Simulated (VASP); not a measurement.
# Al (P6_3/mmc) in VASP: a series of runs, part 2 of 3

VASP 6.6.1.

### 3 Relaxation of cell and atoms, PBEsol

This run uses another cell than the first one, of 15.90 Å³/atom, 0.979 times its volume.

File INCAR:

```
PREC     = Accurate       # precision mode
ENCUT    = 600            # plane-wave cutoff, eV
EDIFF    = 1E-7           # SCF threshold, eV
ISMEAR   = 0              # smearing method
SIGMA    = 0.1            # smearing width, eV
LREAL    = False          # projectors in reciprocal space
LASPH    = True           # aspherical terms in the spheres
NELM     = 100            # most SCF steps
ALGO     = Fast           # electronic algorithm
ISIF     = 3              # what is computed and relaxed
LWAVE    = False          # write WAVECAR
LCHARG   = False          # write CHGCAR
GGA      = PS             # functional
IBRION   = 2              # ionic algorithm
NSW      = 100            # ionic steps
EDIFFG   = -0.005         # ionic threshold
```

File KPOINTS:

```
Automatic mesh
0
Gamma
  18 18 6
```

File POSCAR:

```
Al
1.0
    2.8270770242      0.0000000000      0.0000000000
   -1.4135385121      2.4483205214      0.0000000000
    0.0000000000      0.0000000000      9.1859930700
Al
4
Direct
    0.0000000000      0.0000000000      0.0000000000
    0.3333333300      0.6666666700      0.2500000000
    0.0000000000      0.0000000000      0.5000000000
    0.6666666700      0.3333333300      0.7500000000
```

Potentials or basis: VASP PAW PBE potentials, release 64 (Al).

Launch:

```
$ cat potpaw_PBE.64/Al/POTCAR > POTCAR
$ mpirun -np 1 vasp_std > vasp.out
```

OUTCAR:

```text
PREC = Accurate
   ENCUT = 600
   EDIFF = 1E-7
   ISMEAR = 0
   LREAL = False
   LASPH = True
   NELM = 100
   ISIF = 3
   GGA = PS
   IBRION = 2
   NSW = 100
   EDIFFG = -0.005

 ion  position               nearest neighbor table
   1  0.000  0.000  0.000-   2 2.82   4 2.82   2 2.82   4 2.82   4 2.82   2 2.82
   2  0.333  0.667  0.250-   1 2.82   3 2.82   1 2.82   3 2.82   1 2.82   3 2.82
   3  0.000  0.000  0.500-   2 2.82   4 2.82   2 2.82   4 2.82   4 2.82   2 2.82
   4  0.667  0.333  0.750-   1 2.82   3 2.82   1 2.82   3 2.82   1 2.82   3 2.82

  LATTYP: Found a hexagonal cell.
 ALAT       =     2.8270770242
 C/A-ratio  =     3.2492899880

  Lattice vectors:

 A1 = (   2.8270770242,   0.0000000000,   0.0000000000)
 A2 = (  -1.4135385121,   2.4483205214,   0.0000000000)
 A3 = (   0.0000000000,   0.0000000000,   9.1859930700)

Analysis of symmetry for initial positions (statically):
=====================================================================
 Subroutine PRICEL returns:
 Original cell was already a primitive cell.

 Routine SETGRP: Setting up the symmetry group for a
 hexagonal supercell.

 Subroutine GETGRP returns: Found 24 space group operations
 (whereof 12 operations were pure point group operations)
 out of a pool of 24 trial point group operations.

The static configuration has the point symmetry D_3d.
 The point group associated with its full space group is D_6h.

Analysis of symmetry for dynamics (positions and initial velocities):
=====================================================================
 Subroutine PRICEL returns:
 Original cell was already a primitive cell.

 Routine SETGRP: Setting up the symmetry group for a
 hexagonal supercell.

 Subroutine GETGRP returns: Found 24 space group operations
 (whereof 12 operations were pure point group operations)
 out of a pool of 24 trial point group operations.

The dynamic configuration has the point symmetry D_3d.
 The point group associated with its full space group is D_6h.

 Subroutine INISYM returns: Found 24 space group operations
 (whereof 12 operations are pure point group operations),
 and found     1 'primitive' translations

----------------------------------------------------------------------------------------

                                     Primitive cell

  volume of cell :      63.5817

  direct lattice vectors                    reciprocal lattice vectors
     2.827077024  0.000000000  0.000000000     0.353722234  0.204221627  0.000000000
    -1.413538512  2.448320521  0.000000000     0.000000000  0.408443254  0.000000000
     0.000000000  0.000000000  9.185993070     0.000000000  0.000000000  0.108861393

  length of vectors
     2.827077024  2.827077024  9.185993070     0.408443254  0.408443254  0.108861393

  position of ions in fractional coordinates (direct lattice)
     0.000000000  0.000000000  0.000000000
     0.333333330  0.666666670  0.250000000
     0.000000000  0.000000000  0.500000000
[... 62 lines left out ...]
   k-points           NKPTS =    148   k-points in BZ     NKDIM =    148   number of bands    NBANDS=     10
   number of dos      NEDOS =    301   number of ions     NIONS =      4
   total plane-waves  NPLWV =  46080
   dimension x,y,z NGX =    24 NGY =   24 NGZ =   80
   dimension x,y,z NGXF=    48 NGYF=   48 NGZF=  160
   ions per type =               4
   NGX,Y,Z   is equivalent  to a cutoff of  14.11, 14.11, 14.48 a.u.
   NGXF,Y,Z  is equivalent  to a cutoff of  28.23, 28.23, 28.96 a.u.
 SYSTEM =  unknown system
   PREC   = accura    normal or accurate (medium, high low for compatibility)
   ISTART =      0    job   : 0-new  1-cont  2-samecut
   ICHARG =      2    charge: 1-file 2-atom 10-const
   ISPIN  =      1    spin polarized calculation?
   LNONCOLLINEAR =      F non collinear calculations
   LSORBIT =      F    spin-orbit coupling
   LASPH  =      T    aspherical Exc in radial PAW
   ENCUT  =  600.0 eV  44.10 Ry    6.64 a.u.   5.65  5.65 18.35*2*pi/ulx,y,z
   NELM   =    100;   NELMIN=  2; NELMDL= -5     # of ELM steps
   EDIFF  = 0.1E-06   stopping-criterion for ELM
   LREAL  =      F    real-space projection
   EDIFFG = -.5E-02   stopping-criterion for IOM
   NSW    =    100    number of steps for IOM
   IBRION =      2    ionic relax: 0-MD 1-quasi-New 2-CG
   NFREE  =      1    steps in history (QN), initial steepest desc. (CG)
   ISIF   =      3    stress and relaxation
   ISYM   =      2    0-nonsym 1-usesym 2-fastsym
   POTIM  = 0.5000    time-step for ionic-motion
   TEBEG  =    0.0;   TEEND  =   0.0 temperature during run
   PSTRESS=    0.0 pullay stress
   NELECT =      12.0000    total number of electrons
   NUPDOWN=      -1.0000    fix difference up-down
   EMIN   =  10.00;   EMAX   =-10.00  energy-range for DOS
   EFERMI =   0.00;   METHOD = LEGACY
   ISMEAR =     0;   SIGMA  =   0.10  broadening in eV -4-tet -1-fermi 0-gaus
   EFERMI_NEDOS =   21; number of points for ismear=-14 and -15
   IALGO  =     68    algorithm
   IMIX   =      4    mixing-type and parameters
     AMIX     =   0.40;   BMIX     =  1.00
     AMIX_MAG =   1.60;   BMIX_MAG =  1.00
  volume/ion in A,a.u.               =      15.90       107.27
  Fermi-wavevector in a.u.,A,eV,Ry     =   0.939055  1.774557 11.997959  0.881825
  Thomas-Fermi vector in A             =   2.066329
   LORBIT       =      0    0 simple, 1 ext, 2 COOP (PROOUT), +10 PAW based schemes
   GGA     = PS    functional components
   LHFCALC =     F    Hartree Fock is set to
   AEXX    =    0.0000 exact exchange contribution
   IVDW    =     0    specifies the selected vdW correction
   LEPSILON=     F    determine dielectric tensor
   LRPA    =     F    only Hartree local field effects (RPA)
 conjugate gradient relaxation of ions
 non-spin polarized calculation
 RMM-DIIS sequential band-by-band and
 Gauss-broadening in eV      SIGMA  =   0.10
  energy-cutoff  :      600.00
  volume of cell :       63.58
 maximum number of plane-waves:      2148
 NGX is ok and might be reduce to    24
   NGX = 11   NGY = 11   NGZ = 37

--------------------------------------- Ionic step        1  -------------------------------------------

 number of electron      12.0000000 magnetization

 Free energy of the ion-electron system (eV)
  ---------------------------------------------------
  ext. energy  EPLUGINS =         0.00000000
  ---------------------------------------------------
  free energy    TOTEN  =       -16.31230782 eV

  energy without entropy =      -16.30452272  energy(sigma->0) =      -16.30841527

------------------------ aborting loop because EDIFF is reached ----------------------------------------

  FORCE on cell =-STRESS in cart. coord.  units (eV):
  Direction    XX          YY          ZZ          XY          YZ          ZX
  --------------------------------------------------------------------------------------
  -------------------------------------------------------------------------------------
  Total        0.6248370      0.6248370      0.9906441      0.0000000      0.0000000      0.0000000
  in kB       15.7450954     15.7450954     24.9629675      0.0000000      0.0000000      0.0000000
  external PRESSURE =      18.8177194 kB  Pullay stress =       0.0000000 kB
[... 139 lines left out ...]
--------------------------------------- Ionic step        5  -------------------------------------------

 number of electron      12.0000000 magnetization

 Free energy of the ion-electron system (eV)
  ---------------------------------------------------
  ext. energy  EPLUGINS =         0.00000000
  ---------------------------------------------------
  free energy    TOTEN  =       -16.32201330 eV

  energy without entropy =      -16.31469457  energy(sigma->0) =      -16.31835393

 E-fermi :   8.0968     XC(G=0): -10.3122

 val. band max:        8.0556586602   @ k =   0.2778   0.2778   0.0000
 cond. band min:       8.1117787264   @ k =   0.3889   0.1667   0.1667
 fundamental gap:      0.0561200662
 Fermi energy:         8.0968032488

 k-point     1 :       0.0000    0.0000    0.0000
  band No.  band energies     occupation
      1      -3.1284      2.00000
      2      -1.4399      2.00000
      3      -1.4329      2.00000
      4       3.4203      2.00000
      5       3.6339      2.00000
      6      11.4525      0.00000
      7      11.4634      0.00000
      8      18.9650      0.00000
      9      18.9656      0.00000
     10      19.1322      0.00000
[... 287 lines left out ...]
 k-point    24 :       0.3889    0.1111    0.0000
  band No.  band energies     occupation
      1       1.8452      2.00000
      2       3.4526      2.00000
      3       3.4595      2.00000
      4       4.4270      2.00000
      5       6.0724      2.00000
      6       6.1004      2.00000
      7       8.1621      0.35576
      8       8.5583      0.00000
      9      10.4518      0.00000
     10      10.6726      0.00000

 [... further k-points ...]
[... 5 lines left out ...]
  --------------------------------------------------------------------------------------
  -------------------------------------------------------------------------------------
  Total       -0.0064518     -0.0064518     -0.0069389      0.0000000      0.0000000      0.0000000
  in kB       -0.1589857     -0.1589857     -0.1709882      0.0000000      0.0000000      0.0000000
  external PRESSURE =      -0.1629865 kB  Pullay stress =       0.0000000 kB
[... 19 lines left out ...]
  FREE ENERGIE OF THE ION-ELECTRON SYSTEM (eV)
  ---------------------------------------------------
  free  energy   TOTEN  =       -16.3220132971 eV

  energy  without entropy=      -16.3146945704  energy(sigma->0) =      -16.31835393

 reached required accuracy - stopping structural energy minimisation
```

It took 2.4 min on 1 thread of Intel Xeon Platinum 8488C (Sapphire Rapids), shared host; peak memory 0.26 GiB.

Results:

| Item | Value |
| --- | --- |
| Free energy | -16.3220 eV |
| Relaxed volume | 16.25 Å³/atom |
| Relaxed cell | a = 2.838 Å, b = 2.838 Å, c = 9.324 Å, α = 90.00°, β = 90.00°, γ = 120.00° |
| Space group after relaxing (to 0.05 Å) | P6_3/mmc (No. 194) |
| Energy gained by relaxing | 2.4 meV/atom |
| Ionic steps | 5 |
| Pressure after relaxing | 0.0 GPa |
| Band gap on the k mesh | none (metal or under the smearing width) |

Step by step:
| step | energy change (eV) | largest force (eV/Å) | pressure (GPa) | volume (Å³) |
| --- | --- | --- | --- | --- |
| 1 | 0.0000 | 0.0000 | 1.88 | 63.58 |
| 2 | -0.0086 | 0.0000 | -0.40 | 65.31 |
| 3 | -0.0089 | 0.0000 | -0.07 | 65.05 |
| 4 | -0.0095 | 0.0000 | -0.05 | 65.04 |
| 5 | -0.0097 | 0.0000 | -0.02 | 65.02 |

Final structure:
```xyz
4
Lattice="2.8375 0.0000 0.0000 -1.4188 2.4574 0.0000 0.0000 0.0000 9.3243" Properties=species:S:1:pos:R:3 pbc="T T T"
Al   -1.4188    2.4574    9.3243
Al    0.0000    1.6383    2.3311
Al   -1.4188    2.4574    4.6621
Al    1.4188    0.8191    6.9932
```

Caveat: the PAW data sets were made with another functional, which shifts forces and pressure a little.

[end of part 2 of 3]
